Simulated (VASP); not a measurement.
# LiH (Pm-3m) in VASP: a series of runs

The runs below take LiH through single point, with PBE0(alpha).

Program: VASP 6.6.1. These are calculated values, not measurements. Logs are shortened: lines on timing, memory, paths and dates and some standing lists are left out, and cuts for length are marked.

**1. The structure**

It takes space group Pm-3m (No. 221, cubic). The conventional cell has a = 2.507 Å, b = 2.507 Å, c = 2.507 Å, α = 90.00°, β = 90.00°, γ = 90.00°. Around Li (site symmetry m-3m) lie 8 H at 2.17 Å. H (site symmetry m-3m) has 8 Li at 2.17 Å as nearest neighbours.

The cell was built by a generator and needn't be a form met in nature.

**2. Single point, PBE0(alpha)**

POSCAR

```
LiH
1.0
    2.5069900000      0.0000000000      0.0000000000
    0.0000000000      2.5069900000      0.0000000000
    0.0000000000      0.0000000000      2.5069900000
Li H
1 1
Direct
    0.5000000000      0.5000000000      0.5000000000
    0.0000000000      0.0000000000      0.0000000000
```

INCAR.step1

```
PREC = Accurate
ENCUT = 520
EDIFF = 1E-5
ISMEAR = -1
SIGMA = 0.05
LREAL = False
LASPH = True
NELM = 100
ALGO = Normal
ISIF = 2
LWAVE = True
GGA = PE
```

INCAR.step2

```
PREC = Accurate
ENCUT = 520
EDIFF = 1E-6
ISMEAR = -1
SIGMA = 0.05
LREAL = False
LASPH = True
NELM = 100
ALGO = Normal
ISIF = 2
LWAVE = False
LCHARG = False
GGA = PE
LHFCALC = True
AEXX = 0.4
PRECFOCK = Fast
HFRCUT = -1
ISTART = 1
```

KPOINTS

```
regular mesh
0
Gamma
  6 6 6
```

Potentials or basis: VASP PAW PBE potentials, release 64 (Li_sv, H).

On the command line:

```console
$ cat potpaw_PBE.64/Li_sv/POTCAR potpaw_PBE.64/H/POTCAR > POTCAR
$ cp INCAR.step1 INCAR
$ mpirun -np 1 vasp_std > vasp.out
$ cp INCAR.step2 INCAR
$ mpirun -np 1 vasp_std > vasp.out
```

OUTCAR:

```text
PREC = Accurate
   ENCUT = 520
   EDIFF = 1E-6
   ISMEAR = -1
   LREAL = False
   LASPH = True
   NELM = 100
   ISIF = 2
   GGA = PE
   LHFCALC = True
   AEXX = 0.4
   PRECFOCK = Fast
   ISTART = 1

 ion  position               nearest neighbor table
   1  0.500  0.500  0.500-
   2  0.000  0.000  0.000-

  LATTYP: Found a simple cubic cell.
 ALAT       =     2.5069900000

  Lattice vectors:

 A1 = (   2.5069900000,   0.0000000000,   0.0000000000)
 A2 = (   0.0000000000,   2.5069900000,   0.0000000000)
 A3 = (   0.0000000000,   0.0000000000,   2.5069900000)

Analysis of symmetry for initial positions (statically):
=====================================================================
 Subroutine PRICEL returns:
 Original cell was already a primitive cell.

 Routine SETGRP: Setting up the symmetry group for a
 simple cubic supercell.

 Subroutine GETGRP returns: Found 48 space group operations
 (whereof 48 operations were pure point group operations)
 out of a pool of 48 trial point group operations.

The static configuration has the point symmetry O_h .

Analysis of symmetry for dynamics (positions and initial velocities):
=====================================================================
 Subroutine PRICEL returns:
 Original cell was already a primitive cell.

 Routine SETGRP: Setting up the symmetry group for a
 simple cubic supercell.

 Subroutine GETGRP returns: Found 48 space group operations
 (whereof 48 operations were pure point group operations)
 out of a pool of 48 trial point group operations.

The dynamic configuration has the point symmetry O_h .

 Subroutine INISYM returns: Found 48 space group operations
 (whereof 48 operations are pure point group operations),
 and found     1 'primitive' translations

----------------------------------------------------------------------------------------

                                     Primitive cell

  volume of cell :      15.7564

  direct lattice vectors                    reciprocal lattice vectors
     2.506990000  0.000000000  0.000000000     0.398884718  0.000000000  0.000000000
     0.000000000  2.506990000  0.000000000     0.000000000  0.398884718  0.000000000
     0.000000000  0.000000000  2.506990000     0.000000000  0.000000000  0.398884718

  length of vectors
     2.506990000  2.506990000  2.506990000     0.398884718  0.398884718  0.398884718

  position of ions in fractional coordinates (direct lattice)
     0.500000000  0.500000000  0.500000000
     0.000000000  0.000000000  0.000000000

  ion indices of the primitive-cell ions
   primitive index   ion index
                 1           1
                 2           2

----------------------------------------------------------------------------------------

 KPOINTS: regular mesh

Automatic generation of k-mesh.
 Grid dimensions read from file:
 generate k-points for:    6    6    6

 Generating k-lattice:

  Cartesian coordinates                     Fractional coordinates (reciprocal lattice)
     0.066480786  0.000000000  0.000000000     0.166666667  0.000000000  0.000000000
     0.000000000  0.066480786  0.000000000     0.000000000  0.166666667  0.000000000
     0.000000000  0.000000000  0.066480786     0.000000000  0.000000000  0.166666667

  Length of vectors
     0.066480786  0.066480786  0.066480786

  Shift w.r.t. Gamma in fractional coordinates (k-lattice)
     0.000000000  0.000000000  0.000000000

 Subroutine IBZKPT returns following result:
 ===========================================

 Found     20 irreducible k-points:

 Following reciprocal coordinates:
            Coordinates               Weight
  0.000000  0.000000  0.000000      1.000000
  0.166667  0.000000  0.000000      6.000000
  0.333333  0.000000  0.000000      6.000000
  0.500000  0.000000  0.000000      3.000000
  0.166667  0.166667  0.000000     12.000000
  0.333333  0.166667  0.000000     24.000000
[... 12 lines left out ...]
  0.500000  0.500000  0.333333      6.000000
  0.500000  0.500000  0.500000      1.000000
   k-points           NKPTS =     20   k-points in BZ     NKDIM =    216   number of bands    NBANDS=      6
   number of dos      NEDOS =    301   number of ions     NIONS =      2
   total plane-waves  NPLWV =   8000
   dimension x,y,z NGX =    20 NGY =   20 NGZ =   20
   dimension x,y,z NGXF=    40 NGYF=   40 NGZF=   40
   ions per type =               1   1
   NGX,Y,Z   is equivalent  to a cutoff of  13.26, 13.26, 13.26 a.u.
   NGXF,Y,Z  is equivalent  to a cutoff of  26.53, 26.53, 26.53 a.u.
 SYSTEM =  unknown system
   PREC   = accura    normal or accurate (medium, high low for compatibility)
   ISTART =      1    job   : 0-new  1-cont  2-samecut
   ICHARG =      0    charge: 1-file 2-atom 10-const
   ISPIN  =      1    spin polarized calculation?
   LNONCOLLINEAR =      F non collinear calculations
   LSORBIT =      F    spin-orbit coupling
   LASPH  =      T    aspherical Exc in radial PAW
   ENCUT  =  520.0 eV  38.22 Ry    6.18 a.u.   4.66  4.66  4.66*2*pi/ulx,y,z
   NELM   =    100;   NELMIN=  2; NELMDL=  0     # of ELM steps
   EDIFF  = 0.1E-05   stopping-criterion for ELM
   LREAL  =      F    real-space projection
   EDIFFG = 0.1E-04   stopping-criterion for IOM
   NSW    =      0    number of steps for IOM
   IBRION =     -1    ionic relax: 0-MD 1-quasi-New 2-CG
   NFREE  =      0    steps in history (QN), initial steepest desc. (CG)
   ISIF   =      2    stress and relaxation
   ISYM   =      3    0-nonsym 1-usesym 2-fastsym
   POTIM  = 0.5000    time-step for ionic-motion
   TEBEG  =    0.0;   TEEND  =   0.0 temperature during run
   PSTRESS=    0.0 pullay stress
   NELECT =       4.0000    total number of electrons
   NUPDOWN=      -1.0000    fix difference up-down
   EMIN   =  10.00;   EMAX   =-10.00  energy-range for DOS
   EFERMI =   0.00;   METHOD = LEGACY
   ISMEAR =    -1;   SIGMA  =   0.05  broadening in eV -4-tet -1-fermi 0-gaus
   EFERMI_NEDOS =   21; number of points for ismear=-14 and -15
   IALGO  =     38    algorithm
   IMIX   =      1    mixing-type and parameters
     AMIX     =   0.40;   BMIX     =  1.00
     AMIX_MAG =   1.60;   BMIX_MAG =  1.00
  volume/ion in A,a.u.               =       7.88        53.16
  Fermi-wavevector in a.u.,A,eV,Ry     =   1.036594  1.958880 14.619843  1.074528
  Thomas-Fermi vector in A             =   2.170993
   LORBIT       =      0    0 simple, 1 ext, 2 COOP (PROOUT), +10 PAW based schemes
   GGA     = PE    functional components
   LHFCALC =     T    Hartree Fock is set to
   PRECFOCK=fast      Normal, Fast or Accurate (Low or Medium for compatibility)
   ENCUT4O =  -1.0   cutoff for four orbital integrals eV
   NKREDX  =     1    reduce k-point grid by
   NKREDY  =     1    reduce k-point grid by
   NKREDZ  =     1    reduce k-point grid by
   AEXX    =    0.4000 exact exchange contribution
   HFSCREEN=    0.0000 screening length (either q_TF or 0.3 A-1)
   HFSCREENC=   0.0000 screening length for correlation (either q_TF or 0.3 A-1)
   ENCUTFOCK=  -1.0 apply spherical cutoff to Coloumb kernel
   IVDW    =     0    specifies the selected vdW correction
   LEPSILON=     F    determine dielectric tensor
   LRPA    =     F    only Hartree local field effects (RPA)
 non-spin polarized calculation
  energy-cutoff  :      520.00
  volume of cell :       15.76
 maximum number of plane-waves:       441
 NGX is ok and might be reduce to    20
  NGX = 12; NGY = 12; NGZ = 12

 number of electron       4.0000012 magnetization

 Free energy of the ion-electron system (eV)
  ---------------------------------------------------
  ext. energy  EPLUGINS =         0.00000000
  ---------------------------------------------------
  free energy    TOTEN  =        -7.24815595 eV

  energy without entropy =       -7.24815595  energy(sigma->0) =       -7.24815595

 E-fermi :   3.3711     XC(G=0):  -5.7421

 val. band max:        2.2665464587   @ k =   0.5000   0.5000   0.5000
 cond. band min:       5.3611129462   @ k =   0.5000   0.0000   0.0000
 fundamental gap:      3.0945664875
 Fermi energy:         3.3711104328

 k-point     1 :       0.0000    0.0000    0.0000
  band No.  band energies     occupation
      1     -51.2335      2.00000
      2      -8.1306      2.00000
      3      17.3635      0.00000
      4      17.3635      0.00000
      5      17.3635      0.00000
      6      18.4765      0.00000

 k-point     2 :       0.1667    0.0000    0.0000
  band No.  band energies     occupation
      1     -51.2186      2.00000
      2      -7.6018      2.00000
      3      12.1964      0.00000
      4      18.0013      0.00000
      5      18.0013      0.00000
      6      18.2745      0.00000

 k-point     3 :       0.3333    0.0000    0.0000
  band No.  band energies     occupation
      1     -51.1891      2.00000
      2      -6.2835      2.00000
      3       7.4358      0.00000
      4      17.5070      0.00000
      5      19.8362      0.00000
      6      19.8362      0.00000

 k-point     4 :       0.5000    0.0000    0.0000
  band No.  band energies     occupation
      1     -51.1737      2.00000
      2      -5.3602      2.00000
      3       5.3611      0.00000
      4      17.1322      0.00000
      5      21.7299      0.00000
      6      21.7299      0.00000

 k-point     5 :       0.1667    0.1667    0.0000
  band No.  band energies     occupation
      1     -51.2050      2.00000
      2      -7.0514      2.00000
      3      11.8848      0.00000
      4      13.4493      0.00000
      5      18.6348      0.00000
      6      18.6961      0.00000

 k-point     6 :       0.3333    0.1667    0.0000
  band No.  band energies     occupation
      1     -51.1770      2.00000
      2      -5.6462      2.00000
      3       7.6834      0.00000
      4      13.8018      0.00000
      5      18.3834      0.00000
      6      20.4481      0.00000

 k-point     7 :       0.5000    0.1667    0.0000
  band No.  band energies     occupation
      1     -51.1625      2.00000
      2      -4.6390      2.00000
      3       5.5672      0.00000
      4      14.2874      0.00000
      5      18.4690      0.00000
      6      22.2898      0.00000

 k-point     8 :       0.3333    0.3333    0.0000
  band No.  band energies     occupation
      1     -51.1522      2.00000
      2      -3.9493      2.00000
      3       7.7226      0.00000
      4       9.5459      0.00000
      5      16.4387      0.00000
      6      22.1728      0.00000

 k-point     9 :       0.5000    0.3333    0.0000
  band No.  band energies     occupation
      1     -51.1397      2.00000
      2      -2.6283      2.00000
      3       6.0345      0.00000
      4       9.2371      0.00000
      5      15.4189      0.00000
      6      23.7936      0.00000

 k-point    10 :       0.5000    0.5000    0.0000
  band No.  band energies     occupation
      1     -51.1279      2.00000
      2      -0.8237      2.00000
      3       6.2968      0.00000
      4       6.2968      0.00000
      5      14.2945      0.00000
      6      24.9929      0.00000

 k-point    11 :       0.1667    0.1667    0.1667
  band No.  band energies     occupation
      1     -51.1923      2.00000
      2      -6.4821      2.00000
      3      12.5537      0.00000
      4      12.5537      0.00000
      5      13.9246      0.00000
      6      22.0346      0.00000

 k-point    12 :       0.3333    0.1667    0.1667
  band No.  band energies     occupation
      1     -51.1653      2.00000
      2      -5.0079      2.00000
      3       8.0485      0.00000
      4      13.5960      0.00000
      5      14.5173      0.00000
      6      22.5276      0.00000

 k-point    13 :       0.5000    0.1667    0.1667
  band No.  band energies     occupation
      1     -51.1516      2.00000
      2      -3.9299      2.00000
      3       5.8688      0.00000
      4      13.5211      0.00000
      5      16.8188      0.00000
      6      19.4258      0.00000

 k-point    14 :       0.3333    0.3333    0.1667
  band No.  band energies     occupation
      1     -51.1413      2.00000
      2      -3.3071      2.00000
      3       8.4107      0.00000
      4       9.7590      0.00000
      5      14.3467      0.00000
      6      20.3529      0.00000

 k-point    15 :       0.5000    0.3333    0.1667
  band No.  band energies     occupation
      1     -51.1292      2.00000
      2      -1.9715      2.00000
      3       6.5729      0.00000
      4       9.7268      0.00000
      5      14.4684      0.00000
      6      19.4151      0.00000

 k-point    16 :       0.5000    0.5000    0.1667
  band No.  band energies     occupation
      1     -51.1176      2.00000
      2      -0.2462      2.00000
      3       6.9947      0.00000
      4       6.9947      0.00000
      5      13.4767      0.00000
      6      21.4869      0.00000

 k-point    17 :       0.3333    0.3333    0.3333
  band No.  band energies     occupation
      1     -51.1193      2.00000
      2      -1.5791      2.00000
      3      10.0006      0.00000
      4      10.4343      0.00000
      5      10.4343      0.00000
      6      19.0202      0.00000

 k-point    18 :       0.5000    0.3333    0.3333
  band No.  band energies     occupation
      1     -51.1081      2.00000
      2      -0.1936      2.00000
      3       7.9730      0.00000
      4      10.2357      0.00000
      5      12.9102      0.00000
      6      15.2380      0.00000

 k-point    19 :       0.5000    0.5000    0.3333
  band No.  band energies     occupation
      1     -51.0973      2.00000
      2       1.2421      2.00000
      3       9.0395      0.00000
      4       9.0395      0.00000
      5      12.1477      0.00000
      6      16.1707      0.00000

 k-point    20 :       0.5000    0.5000    0.5000
  band No.  band energies     occupation
      1     -51.0870      2.00000
      2       2.2665      2.00000
      3      11.5824      0.00000
      4      11.5824      0.00000
      5      11.5824      0.00000
      6      13.8160      0.00000

------------------------ aborting loop because EDIFF is reached ----------------------------------------

  FORCE on cell =-STRESS in cart. coord.  units (eV):
  Direction    XX          YY          ZZ          XY          YZ          ZX
  --------------------------------------------------------------------------------------
  -------------------------------------------------------------------------------------
  Total       -0.0844334     -0.0844334     -0.0844334      0.0000000     -0.0000000     -0.0000000
  in kB       -8.5855301     -8.5855301     -8.5855301      0.0000000     -0.0000000     -0.0000000
  external PRESSURE =      -8.5855301 kB  Pullay stress =       0.0000000 kB

 VOLUME and BASIS-vectors are now :
 -----------------------------------------------------------------------------
  energy-cutoff  :      520.00
  volume of cell :       15.76
      direct lattice vectors                 reciprocal lattice vectors
     2.506990000  0.000000000  0.000000000     0.398884718  0.000000000  0.000000000
     0.000000000  2.506990000  0.000000000     0.000000000  0.398884718  0.000000000
     0.000000000  0.000000000  2.506990000     0.000000000  0.000000000  0.398884718

 POSITION                                       TOTAL-FORCE (eV/Angst)
 -----------------------------------------------------------------------------------
      1.25350      1.25350      1.25350         0.000000      0.000000      0.000000
      0.00000      0.00000      0.00000         0.000000      0.000000      0.000000
 -----------------------------------------------------------------------------------
    total drift:                                0.000000      0.000000      0.000000

  FREE ENERGIE OF THE ION-ELECTRON SYSTEM (eV)
  ---------------------------------------------------
  free  energy   TOTEN  =        -7.2481559505 eV

  energy  without entropy=       -7.2481559505  energy(sigma->0) =       -7.24815595
```

Run time: 15 s. Hardware: 1 thread of Intel Xeon 6975P-C (Granite Rapids), shared host; peak memory 0.11 GiB.

Results:

- Free energy: -7.2482 eV
- Band gap on the k mesh: 3.09 eV, indirect (least direct gap 7.12 eV)

Levels at points of the mesh, in eV from the valence-band top:
```
           k point  band 1  band 2  band 3  band 4  band 5
(0.00, 0.00, 0.00)  -53.50  -10.40   15.10   15.10   15.10
(0.50, 0.00, 0.00)  -53.44   -7.63    3.09   14.87   19.46
(0.50, 0.50, 0.00)  -53.39   -3.09    4.03    4.03   12.03
(0.50, 0.50, 0.50)  -53.35    0.00    9.32    9.32    9.32
```

Caveat: the cutoff is under 1.25 times the usual one of these potentials, so pressure, stress and relaxed cells hold a basis-set (Pulay) error; the PAW data sets were made with another functional, which shifts forces and pressure a little. A k mesh can miss the band edges.

[end of part 1 of 2]
